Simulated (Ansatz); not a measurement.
The system is Se.

```xyz
1
Lattice="2.8106 0.0000 0.0000 0.0000 2.8106 0.0000 0.0000 0.0000 2.8106" Properties=species:S:1:pos:R:3 pbc="T T T"
Se    0.0000    0.0000    0.0000
```

This isn't the form of Se at room conditions, which is trigonal, of chains.

- Program: Ansatz 0.2.0
- Task: relaxation of cell and atoms
- Functional: BLYP
- Potentials or basis: Ansatz PAW
- Cutoff: 420 eV (not typed: the program's choice for these potentials)
- k mesh: 9 × 9 × 9
- Occupations: fermi-dirac, width 0.05 eV
- Spin: no spin polarisation

At the start: volume 22.20 Å³/atom.

Q: How do energy, volume and symmetry change on relaxing?

A: It ends after 5 steps and the volume is 24.74 Å³/atom (+11.4 %); space group Pm-3m (No. 221, to 0.05 Å).

Step by step:
| step | energy change (eV) | largest force (eV/Å) | volume (Å³) |
| --- | --- | --- | --- |
| 1 | 0.0000 | 0.0000 | 22.20 |
| 2 | -0.0492 | 0.0000 | 25.69 |
| 3 | -0.0552 | 0.0000 | 24.91 |
| 4 | -0.0554 | 0.0000 | 24.74 |
| 5 | -0.0557 | 0.0000 | 24.74 |

Final structure:
```yaml
crystal:
  lattice:
    - [2.91390, 0.00000, 0.00000]
    - [0.00000, 2.91390, 0.00000]
    - [0.00000, 0.00000, 2.91390]
  atoms:
    - { symbol: Se, position: [0.00000, 0.00000, 0.00000] }
```

Caveat: the plane-wave basis is chosen anew once the cell has moved, so the energies of steps on either side of that aren't comparable; the PAW data sets come from PBE, with cores solved anew for the run's functional, which leaves a small shift of forces and pressure.
